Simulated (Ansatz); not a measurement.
# WSe2: a single-point run

Aim: a sound single-point run of WSe2. The structure is shown as the input types it. The cell is built on a prototype (3R-MoS2 type) and needn't be the phase found in nature.

Method: density functional or hybrid calculation with the settings of its input, plane waves, in Ansatz 0.2.0.

2 further runs of the same task are left out: 1 for a known fault of the program, 1 that didn't finish.

## 1. Starting point

Symmetry: R3m, No. 160, trigonal system. Conventional cell: a = 3.302 Å, b = 3.302 Å, c = 19.739 Å, α = 90.00°, β = 90.00°, γ = 120.00°. W (site symmetry 3m) is surrounded by 6 Se at 2.53 Å. Se (site symmetry 3m) is surrounded by 3 W at 2.53 Å.

Structure file:

```xyz
3
Lattice="1.6511 0.9532 6.5796 -1.6511 0.9532 6.5796 0.0000 -1.9065 6.5796" Properties=species:S:1:pos:R:3 pbc="T T T"
W     0.0000    0.0000   -0.0004
Se    0.0000    0.0000    8.2440
Se    0.0000    0.0000    4.9157
```

## 2. The run

File input.yaml:

```yaml
crystal:
  lattice:
    - [1.6510739566, 0.9532479933, 6.5796479446]
    - [-1.6510739566, 0.9532479933, 6.5796479446]
    - [0.0, -1.9064959866, 6.5796479446]
  atoms:
    - { symbol: W, position: [-1.83143e-05, -1.83143e-05, -1.83143e-05] }
    - { symbol: Se, position: [0.4176504316, 0.4176504316, 0.4176504316] }
    - { symbol: Se, position: [0.2490345494, 0.2490345494, 0.2490345494] }
kpoints:
  mp_grid: { grid: [6, 6, 6] }
hamiltonian:
  xc: r2scan
scf:
  occupations: { method: cold, width: 1.5 }
  n_extra_bands: 4
output:
  forces: true
  stress: true
  eigenvalues: true
```

Launch:

```console
ansatz run input.yaml --threads 4 --pin off --max-ram 3686MiB --backend cpu --events-out ev --progress --plain --runs-dir out
```

Q: Will this input give a usable result? If not, why, and what should change?

The run converged and reported no error. That alone doesn't make the input a sound one.

The suspect setting: scf.occupations.width is 1.5. A smearing of this width stands for electrons at many thousands of kelvin; it empties bonding states and fills antibonding ones.

Run again and compare: set scf.occupations.width to 0.2.
